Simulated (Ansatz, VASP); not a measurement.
**RuS2 in VASP and in Ansatz**

```
CELL_PARAMETERS angstrom
3.44279 0.00000 0.00000
-1.72139 2.98154 0.00000
0.00000 0.00000 5.11340
ATOMIC_POSITIONS crystal
Ru 0.00000 0.00000 0.00000
S 0.33333 0.66667 0.25361
S 0.66667 0.33333 0.74639
```

Alike in both runs: task single point; functional PBEsol; k mesh 12 × 12 × 7; occupations fermi-dirac, width 0.05 eV; no spin polarisation.

|  | VASP | Ansatz |
| --- | --- | --- |
| version | VASP 6.6.1 | Ansatz 0.2.0 |
| potentials or method | VASP PAW PBE potentials, release 64 (Ru_pv, S), cutoff 520 eV | all-electron LAPW, scalar-relativistic |

```tsv
	VASP	Ansatz	Ansatz less VASP
pressure (GPa)	-5.5	-5.4	+0.12
largest component of the traceless stress (GPa)	0.29	0.22	-0.070
rms of the force components (eV/Å)	0.115	0.111	-0.0040
```

Atom by atom the forces differ by 0.004 eV/Å (rms over components). Ansatz ran all-electron here, so the differences hold the error of VASP's frozen core and of both bases.

Caveats: the PAW data sets were made with another functional, which shifts forces and pressure a little (VASP).
